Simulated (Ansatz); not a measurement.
Set up this calculation in Ansatz 0.2.0, as the native input.

- Task: relaxation of cell and atoms
- Functional: PBE0
- Potentials or basis: Ansatz PAW
- Cutoff: 420 eV (not typed: the program's choice for these potentials)
- k mesh: 6 × 6 × 6
- Occupations: fermi-dirac, width 0.05 eV
- Spin: no spin polarisation

Crystal: GaN.

```
Ga N
1.0
     0.00000    2.13524    2.13524
     2.13524    0.00000    2.13524
     2.13524    2.13524    0.00000
Ga N
1 1
Direct
  0.00000 0.00000 0.00000
  0.50000 0.50000 0.50000
```

Measurements of this composition are mostly on another form, of space group No. 186.

The input as run:

input

```
crystal:
  lattice:
    - [0.0, 2.135235, 2.135235]
    - [2.135235, 0.0, 2.135235]
    - [2.135235, 2.135235, 0.0]
  atoms:
    - { symbol: Ga, position: [0.0, 0.0, 0.0] }
    - { symbol: "N", position: [0.5, 0.5, 0.5] }
hamiltonian:
  xc: pbe0
  pseudopotentials: { kind: paw }
kpoints:
  mp_grid: { grid: [6, 6, 6] }
scf:
  occupations: { method: fermi_dirac, width: 0.05 }
output:
  forces: true
  stress: true
  eigenvalues: true
relax:
  f_tol: 0.01
  max_steps: 40
  cell: { stress_tol: 0.05 }
```

Results of the run:

```
Relaxed volume                         : 9.31 Å³/atom
Relaxed cell                           : a = 2.975 Å, b = 2.975 Å, c = 2.975 Å, α = 60.00°, β = 60.00°, γ = 60.00°
Space group after relaxing (to 0.05 Å) : Fm-3m (No. 225)
Energy gained by relaxing              : 14.1 meV/atom
Ionic steps                            : 7
Pressure after relaxing                : 0.0 GPa
Band gap on the k mesh                 : 2.65 eV, indirect (least direct gap 4.95 eV)
```

Caveat: the k mesh is coarse (spacing up to 0.42 Å⁻¹), so the values aren't converged, least of all with exact exchange; the plane-wave basis is chosen anew once the cell has moved, so the energies of steps on either side of that aren't comparable; the pressure holds a Pulay correction of +0.6 GPa for the finite cutoff; the PAW data sets come from PBE, with cores solved anew for the run's functional, which leaves a small shift of forces and pressure.

Wall time 61 s on 1 × NVIDIA H100 80GB HBM3 with 2 threads of AMD EPYC 7R13 Processor (Zen 3) (shared host), peak memory 1.6 GiB.
